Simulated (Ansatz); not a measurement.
**Os: the crystal squeezed far**

How does Os (sc type) answer strong compression? The runs shown use PAW. Its runs: cell relaxed at zero pressure (PAW); volume scaled by 1 (PAW and PAW (core large)); volume scaled by 0.92 (PAW); volume scaled by 0.84 (PAW); volume scaled by 0.76 (PAW); volume scaled by 0.68 (PAW); volume scaled by 0.6 (PAW); volume scaled by 0.52 (PAW); volume scaled by 0.45 (PAW and PAW (cutoff 300 eV)).

Computed with Ansatz 0.2.0 (DFT PBE, with the methods named in each step, unless a step's input says otherwise).

2 further runs of the same task are left out: 2 that didn't finish.

### 1 The structure to begin with

It takes space group Pm-3m (No. 221, cubic). The conventional cell has a = 2.489 Å, b = 2.489 Å, c = 2.489 Å, α = 90.00°, β = 90.00°, γ = 90.00°. Os (site symmetry m-3m) is surrounded by 6 Os at 2.49 Å.

As a file:

```cif
data_structure
_symmetry_space_group_name_H-M 'Pm-3m'
_symmetry_Int_Tables_number 221
_cell_length_a 2.4893
_cell_length_b 2.4893
_cell_length_c 2.4893
_cell_angle_alpha 90.000
_cell_angle_beta 90.000
_cell_angle_gamma 90.000
_cell_volume 15.42
loop_
_atom_site_label
_atom_site_type_symbol
_atom_site_symmetry_multiplicity
_atom_site_Wyckoff_symbol
_atom_site_fract_x
_atom_site_fract_y
_atom_site_fract_z
_atom_site_occupancy
Os1 Os 1 a 0.00000 0.00000 0.00000 1
```

The file gives the conventional cell by its symmetry; the runs use the cell typed in the input.

Whether this phase is the stable one at these pressures isn't tested.

### 2 Cell relaxed at zero pressure, PAW

Contents of input.yaml:

```yaml
crystal:
  lattice:
    - [2.4892638265, 0.0, 0.0]
    - [0.0, 2.4892638265, 0.0]
    - [0.0, 0.0, 2.4892638265]
  atoms:
    - { symbol: Os, position: [0.0, 0.0, 0.0] }
kpoints:
  mp_grid: { grid: [17, 17, 17] }
scf:
  occupations: { method: fermi_dirac, width: 0.08 }
hamiltonian:
  xc: pbe
  pseudopotentials: { kind: paw }
output:
  forces: true
  stress: true
  write_density: true
  write_potential: true
  elf: true
  volumetric_format: npy
relax:
  f_tol: 0.005
  max_steps: 40
  cell: {}
```

Run with:

```
ansatz run input.yaml --threads 1 --pin off --max-ram 2048MiB --backend cpu --events-out ev --progress --plain --runs-dir out
```

After this run come: Volume scaled by 1, PAW; Volume scaled by 1, PAW (core large); Volume scaled by 0.92, PAW; Volume scaled by 0.84, PAW; Volume scaled by 0.76, PAW; Volume scaled by 0.68, PAW; Volume scaled by 0.6, PAW; Volume scaled by 0.52, PAW; Volume scaled by 0.45, PAW; Volume scaled by 0.45, PAW (cutoff 300 eV).

Q: Predict the outcome of this session. Wanted: PAW pressure at 0.45 of the volume; fitted bulk modulus at zero pressure.

As calculated:

```
                                          quantity       value
                PAW pressure at 0.45 of the volume  1276.7 GPa
PAW (cutoff 300 eV) pressure at 0.45 of the volume  1278.7 GPa
        fitted bulk modulus at zero pressure (PAW)     279 GPa
                           its pressure derivative        4.29
```

In words: At 0.45 of the starting volume PAW gives 1277 GPa. A third-order Birch-Murnaghan curve fits the range only roughly (B₀ = 279 GPa, B′ = 4.29, misfit at most 6.71 GPa). A fit over so wide a range leans to the high pressures, so B₀ can be off by several per cent. No all-electron run checks these rows here, and frozen cores can fail under such compression. The ions are at rest, and the electrons smeared by 0.08 eV. Spin-orbit coupling is left out, though the cell holds Os; in elements this heavy it can shift bands and gaps by tenths of an eV.
